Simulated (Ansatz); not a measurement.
## A point defect in CaF₂

These are results of DFT PBE, scalar-relativistic, plane waves, PAW in Ansatz, not measurements. (420 eV cutoff, 2×2×2 k-mesh, shifted by half a step, Gaussian smearing of 0.01 eV, collinear spin in charge +1 alone)

Host crystal, relaxed:

```
Ca F
1.0
     0.00000    2.75588    2.75588
     2.75588    0.00000    2.75588
     2.75588    2.75588    0.00000
Ca F
1 2
Direct
  0.00000 0.00000 0.00000
  0.75000 0.75000 0.75000
  0.25000 0.25000 0.25000
```

Supercell of 48 atoms, rows in host cell vectors: 1 -3 1; 1 1 1; -3 1 1. Atoms relax at the host's cell, keeping the symmetry that the supercell leaves at the site. The cell is small, so energies carry finite-size errors of tenths of an eV. The host's Kohn–Sham gap is 7.14 eV. Atoms are taken from and returned to the elements' standard states. Charged cells are corrected for image charges with the computed static dielectric tensor (mean 8.7) and aligned with the host's potential at far atoms (alignment terms reach 0.79 eV; the program doubts the alignment in some charges, where it is up to 0.79 eV). No band-filling term is added, and the Fermi level counts from the host's valence band top.

The defect is an interstitial at (0.500, 0.500, 0.500) of the host cell.

```json
{"charge": "+2", "E_f at the valence band top (eV)": "-8.15", "over the neutral state (eV)": "-13.73", "moment (μB)": "0.00", "largest move (Å)": "0.27", "atoms near the site": "8 F at 2.30 Å"}
{"charge": "+1", "E_f at the valence band top (eV)": "-1.61", "over the neutral state (eV)": "-7.19", "moment (μB)": "1.00", "largest move (Å)": "0.23", "atoms near the site": "8 F at 2.35 Å"}
{"charge": "0", "E_f at the valence band top (eV)": "5.57", "over the neutral state (eV)": "0.00", "moment (μB)": "0.00", "largest move (Å)": "0.30", "atoms near the site": "8 F at 2.34 Å"}
```

Among the charges computed the stable one is +2 at the valence band top, changing to +1 at 6.54 eV. In charge +1, 0 the cell has partly filled bands: a level of the defect may be part filled, the carrier may sit in the host's bands, or levels may cross between the k points, so transitions that involve it are doubtful. Other sites of the defect weren't tried.

**Question.** Which element is it? Judge by the nearest distance in charge 0 and covalent radii.
A. C
B. Tl
C. Ca
D. Ge
E. Os

**Answer.** C. The nearest neighbour is F at 2.34 Å, and the summed covalent radii with F are 1.33 Å for C, 2.33 Å for Ca, 1.77 Å for Ge, 2.01 Å for Os, 2.02 Å for Tl, so Ca fits best. Bonds can miss such sums by a tenth of an ångström or more.